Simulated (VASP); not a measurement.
# Hg (Im-3m) in VASP: notebook

The runs below take Hg through single point, relaxation of cell and atoms, with PBE.

Program: VASP 6.6.1. These are calculated values, not measurements. Logs are shortened: lines on timing, memory, paths and dates and some standing lists are left out, and cuts for length are marked.

### 1 Starting point

The structure is cubic, space group Im-3m (No. 229). Conventional cell: a = 3.812 Å, b = 3.812 Å, c = 3.812 Å, α = 90.00°, β = 90.00°, γ = 90.00°. Around Hg (site symmetry m-3m) lie 8 Hg at 3.30 Å.

### 2 Single point, PBE

The input, INCAR:

```
  ALGO = Fast
  EDIFF = 1E-6
  ENCUT = 520
  GGA = PE
  ISIF = 2
  ISMEAR = -1
  LASPH = True
  LCHARG = False
  LREAL = False
  LWAVE = False
  NBANDS = 12
  NELM = 100
  PREC = Accurate
  SIGMA = 0.05
```

The input, KPOINTS:

```
k-points
0
Gamma
  15 15 15
```

The input, POSCAR:

```
Hg
1.0
   -1.9059543017      1.9059543017      1.9059543017
    1.9059543017     -1.9059543017      1.9059543017
    1.9059543017      1.9059543017     -1.9059543017
Hg
1
Direct
    0.0000000000      0.0000000000      0.0000000000
```

Potentials or basis: VASP PAW PBE potentials, release 64 (Hg).

The run is started by

```
$ cat potpaw_PBE.64/Hg/POTCAR > POTCAR
$ mpirun -np 1 vasp_std > vasp.out
```

OUTCAR:

```text
EDIFF = 1E-6
   ENCUT = 520
   GGA = PE
   ISIF = 2
   ISMEAR = -1
   LASPH = True
   LREAL = False
   NELM = 100
   PREC = Accurate

 ion  position               nearest neighbor table
   1  0.000  0.000  0.000-

  LATTYP: Found a body centered cubic cell.
 ALAT       =     3.8119086034

  Lattice vectors:

 A1 = (  -1.9059543017,   1.9059543017,   1.9059543017)
 A2 = (   1.9059543017,  -1.9059543017,   1.9059543017)
 A3 = (   1.9059543017,   1.9059543017,  -1.9059543017)

Analysis of symmetry for initial positions (statically):
=====================================================================
 Subroutine PRICEL returns:
 Original cell was already a primitive cell.

 Routine SETGRP: Setting up the symmetry group for a
 body centered cubic supercell.

 Subroutine GETGRP returns: Found 48 space group operations
 (whereof 48 operations were pure point group operations)
 out of a pool of 48 trial point group operations.

The static configuration has the point symmetry O_h .

Analysis of symmetry for dynamics (positions and initial velocities):
=====================================================================
 Subroutine PRICEL returns:
 Original cell was already a primitive cell.

 Routine SETGRP: Setting up the symmetry group for a
 body centered cubic supercell.

 Subroutine GETGRP returns: Found 48 space group operations
 (whereof 48 operations were pure point group operations)
 out of a pool of 48 trial point group operations.

The dynamic configuration has the point symmetry O_h .

 Subroutine INISYM returns: Found 48 space group operations
 (whereof 48 operations are pure point group operations),
 and found     1 'primitive' translations

----------------------------------------------------------------------------------------

                                     Primitive cell

  volume of cell :      27.6947

  direct lattice vectors                    reciprocal lattice vectors
    -1.905954302  1.905954302  1.905954302     0.000000000  0.262335776  0.262335776
     1.905954302 -1.905954302  1.905954302     0.262335776  0.000000000  0.262335776
     1.905954302  1.905954302 -1.905954302     0.262335776  0.262335776  0.000000000

  length of vectors
     3.301209687  3.301209687  3.301209687     0.370998812  0.370998812  0.370998812

  position of ions in fractional coordinates (direct lattice)
[... 83 lines left out ...]
   ISIF   =      2    stress and relaxation
   ISYM   =      2    0-nonsym 1-usesym 2-fastsym
   POTIM  = 0.5000    time-step for ionic-motion
   TEBEG  =    0.0;   TEEND  =   0.0 temperature during run
   PSTRESS=    0.0 pullay stress
   NELECT =      12.0000    total number of electrons
   NUPDOWN=      -1.0000    fix difference up-down
   EMIN   =  10.00;   EMAX   =-10.00  energy-range for DOS
   EFERMI =   0.00;   METHOD = LEGACY
   ISMEAR =    -1;   SIGMA  =   0.05  broadening in eV -4-tet -1-fermi 0-gaus
   EFERMI_NEDOS =   21; number of points for ismear=-14 and -15
   IALGO  =     68    algorithm
   IMIX   =      4    mixing-type and parameters
     AMIX     =   0.40;   BMIX     =  1.00
     AMIX_MAG =   1.60;   BMIX_MAG =  1.00
  volume/ion in A,a.u.               =      27.69       186.89
  Fermi-wavevector in a.u.,A,eV,Ry     =   1.238804  2.341001 20.879998  1.534637
  Thomas-Fermi vector in A             =   2.373314
   LORBIT       =      0    0 simple, 1 ext, 2 COOP (PROOUT), +10 PAW based schemes
   GGA     = PE    functional components
   LHFCALC =     F    Hartree Fock is set to
   AEXX    =    0.0000 exact exchange contribution
   IVDW    =     0    specifies the selected vdW correction
   LEPSILON=     F    determine dielectric tensor
   LRPA    =     F    only Hartree local field effects (RPA)
 non-spin polarized calculation
 RMM-DIIS sequential band-by-band and
  energy-cutoff  :      520.00
  volume of cell :       27.69
 maximum number of plane-waves:       767
 NGX is ok and might be reduce to    28
   NGX = 13   NGY = 13   NGZ = 13

 number of electron      12.0000002 magnetization

 Free energy of the ion-electron system (eV)
  ---------------------------------------------------
  ext. energy  EPLUGINS =         0.00000000
  ---------------------------------------------------
  free energy    TOTEN  =        -0.17571545 eV

  energy without entropy =       -0.17397828  energy(sigma->0) =       -0.17484687

 E-fermi :   1.5071     XC(G=0):  -9.9887

 val. band max:        1.4229621019   @ k =  -0.4000  -0.4667   0.2667
 cond. band min:       1.5184663009   @ k =  -0.4667   0.4667   0.0667
 fundamental gap:      0.0955041990
 Fermi energy:         1.5070513416

 k-point     1 :       0.0000    0.0000    0.0000
  band No.  band energies     occupation
      1      -6.2388      2.00000
      2      -5.0469      2.00000
      3      -5.0469      2.00000
      4      -5.0469      2.00000
      5      -4.3929      2.00000
      6      -4.3929      2.00000
      7      15.8098      0.00000
      8      15.8098      0.00000
      9      15.8098      0.00000
     10      16.2415      0.00000
     11      16.2415      0.00000
     12      16.2415      0.00000
[... 331 lines left out ...]
 k-point    24 :       0.4000    0.2000    0.0000
  band No.  band energies     occupation
      1      -5.4233      2.00000
      2      -5.1666      2.00000
      3      -4.5597      2.00000
      4      -4.4339      2.00000
      5      -4.1712      2.00000
      6       0.2428      2.00000
      7       1.9816      0.00015
      8       6.4831      0.00000
      9      10.7491      0.00000
     10      16.3879      0.00000
     11      19.2276      0.00000
     12      19.5777      0.00000

 [... further k-points ...]

------------------------ aborting loop because EDIFF is reached ----------------------------------------

  FORCE on cell =-STRESS in cart. coord.  units (eV):
  Direction    XX          YY          ZZ          XY          YZ          ZX
  --------------------------------------------------------------------------------------
  -------------------------------------------------------------------------------------
  Total        0.1780835      0.1780835      0.1780835      0.0000000     -0.0000000      0.0000000
  in kB       10.3023616     10.3023616     10.3023616      0.0000000     -0.0000000      0.0000000
  external PRESSURE =      10.3023616 kB  Pullay stress =       0.0000000 kB

 VOLUME and BASIS-vectors are now :
 -----------------------------------------------------------------------------
  energy-cutoff  :      520.00
  volume of cell :       27.69
      direct lattice vectors                 reciprocal lattice vectors
    -1.905954302  1.905954302  1.905954302     0.000000000  0.262335776  0.262335776
     1.905954302 -1.905954302  1.905954302     0.262335776  0.000000000  0.262335776
     1.905954302  1.905954302 -1.905954302     0.262335776  0.262335776  0.000000000

 POSITION                                       TOTAL-FORCE (eV/Angst)
 -----------------------------------------------------------------------------------
      0.00000      0.00000      0.00000        -0.000000      0.000000     -0.000000
 -----------------------------------------------------------------------------------
    total drift:                                0.000000      0.000000      0.000000

  FREE ENERGIE OF THE ION-ELECTRON SYSTEM (eV)
  ---------------------------------------------------
  free  energy   TOTEN  =        -0.1757154486 eV

  energy  without entropy=       -0.1739782840  energy(sigma->0) =       -0.17484687
```

stdout:

```text
POSCAR found type information on POSCAR Hg
 POSCAR found :  1 types and       1 ions
 scaLAPACK will be used
 LDA part: xc-table for (Slater+PW92), standard interpolation
 POSCAR, INCAR and KPOINTS ok, starting setup
 FFT: planning ... GRIDC
 FFT: planning ... GRID_SOFT
 FFT: planning ... GRID
 WAVECAR not read
 entering main loop
```

Run time: 33 s. Hardware: 1 thread of AMD EPYC 7R13 (Zen 3), shared host; peak memory 0.15 GiB.

What came out:

| Item | Value |
| --- | --- |
| Free energy | -0.1757 eV |
| Pressure | 1.0 GPa |
| Band gap on the k mesh | none (metal or under the smearing width) |

Levels at points of the mesh, in eV from the Fermi level:
```tsv
k point	band 3	band 4	band 5	band 6	band 7	band 8	band 9	band 10
(0.00, 0.00, 0.00)	-6.55	-6.55	-5.90	-5.90	14.30	14.30	14.30	14.73
```

The run has no spin-orbit coupling, so splittings on Hg are missing.

### 3 Relaxation of cell and atoms, PBE

This run uses another cell than the first one, of 29.51 Å³/atom, 1.066 times its volume.

The input, INCAR:

```
SYSTEM = Hg
ALGO     = Fast           ! electronic algorithm
EDIFF    = 1E-7           ! SCF threshold, eV
EDIFFG   = -0.005         ! ionic threshold
ENCUT    = 600            ! plane-wave cutoff, eV
GGA      = PE             ! functional
IBRION   = 2              ! ionic algorithm
ISIF     = 3              ! what is computed and relaxed
ISMEAR   = -1             ! smearing method
LASPH    = .True.         ! aspherical terms in the spheres
LCHARG   = .False.        ! write CHGCAR
LREAL    = .False.        ! projectors in reciprocal space
LWAVE    = .False.        ! write WAVECAR
NELM     = 100            ! most SCF steps
NSW      = 45             ! ionic steps
PREC     = Accurate       ! precision mode
SIGMA    = 0.05           ! smearing width, eV
```

The input, KPOINTS:

```
k-points
0
Gamma
  15 15 15
  0 0 0
```

The input, POSCAR:

```
Hg
1.0
   -1.9468057421      1.9468057421      1.9468057421
    1.9468057421     -1.9468057421      1.9468057421
    1.9468057421      1.9468057421     -1.9468057421
Hg
1
Direct
    0.0000000000      0.0000000000      0.0000000000
```

Potentials or basis: VASP PAW PBE potentials, release 64 (Hg).

The run is started by

```
$ cat potpaw_PBE.64/Hg/POTCAR > POTCAR
$ mpirun -np 1 vasp_std > vasp.out
```

It took 66 s on 1 thread of AMD EPYC 7R13 (Zen 3), shared host; peak memory 0.16 GiB.

Results (log left out):

```yaml
Free_energy: -0.1823 eV
Relaxed_volume: 29.74 Å³/atom
Relaxed_cell: a = 3.381 Å, b = 3.381 Å, c = 3.381 Å, α = 109.47°, β = 109.47°, γ = 109.47°
Space_group_after_relaxing_to_0.05_Å: Im-3m (No. 229)
Energy_gained_by_relaxing: 0.1 meV/atom
Ionic_steps: 3
Pressure_after_relaxing: 0.0 GPa
Band_gap_on_the_k_mesh: none (metal or under the smearing width)
```

Final structure:
```xyz
1
Lattice="-1.9518 1.9518 1.9518 1.9518 -1.9518 1.9518 1.9518 1.9518 -1.9518" Properties=species:S:1:pos:R:3 pbc="T T T"
Hg    0.0000    0.0000    0.0000
```

Levels at points of the mesh, in eV from the Fermi level:
| k point | band 4 | band 5 | band 6 | band 7 | band 8 | band 9 |
| --- | --- | --- | --- | --- | --- | --- |
| (0.00, 0.00, 0.00) | -6.46 | -5.90 | -5.90 | 13.38 | 13.38 | 13.38 |

The run has no spin-orbit coupling, so splittings on Hg are missing.

### 4 Single point, PBE

This run uses another cell than the first one, of 30.11 Å³/atom, 1.087 times its volume.

The input, INCAR:

```
PREC = Accurate
ENCUT = 520
EDIFF = 1E-6
ISMEAR = -1
SIGMA = 0.05
LREAL = F
LASPH = T
NELM = 100
ALGO = Fast
ISIF = 2
LWAVE = F
LCHARG = F
GGA = PE
NBANDS = 12
```

The input, KPOINTS:

```
Automatic mesh
0
Gamma
  13 13 13
```

The input, POSCAR:

```
Hg
1.0
    3.1111720119      0.0000000000      0.0000000000
    0.0000000000      3.1111720119      0.0000000000
    0.0000000000      0.0000000000      3.1111720119
Hg
1
Direct
    0.0000000000      0.0000000000      0.0000000000
```

The run is started by

```
$ cat potpaw_PBE.64/Hg/POTCAR > POTCAR
$ mpirun -np 1 vasp_std > vasp.out
```

It took 16 s on 1 thread of AMD EPYC 7R13 (Zen 3), shared host; peak memory 0.13 GiB.

Results (log left out):

```yaml
Free_energy: -0.1662 eV
Pressure: 0.2 GPa
Band_gap_on_the_k_mesh: none (metal or under the smearing width)
```

Levels at points of the mesh, in eV from the Fermi level:
| k point | band 2 | band 3 | band 4 | band 5 | band 6 | band 7 | band 8 | band 9 | band 10 | band 11 |
| --- | --- | --- | --- | --- | --- | --- | --- | --- | --- | --- |
| (0.00, 0.00, 0.00) | -7.51 | -7.51 | -5.83 | -5.83 | -5.83 | 9.49 | 9.49 | 9.49 | 12.59 | 14.40 |

Spin-orbit coupling is left out, which matters for the levels of Hg.

(Continued in part 2 of 2.)
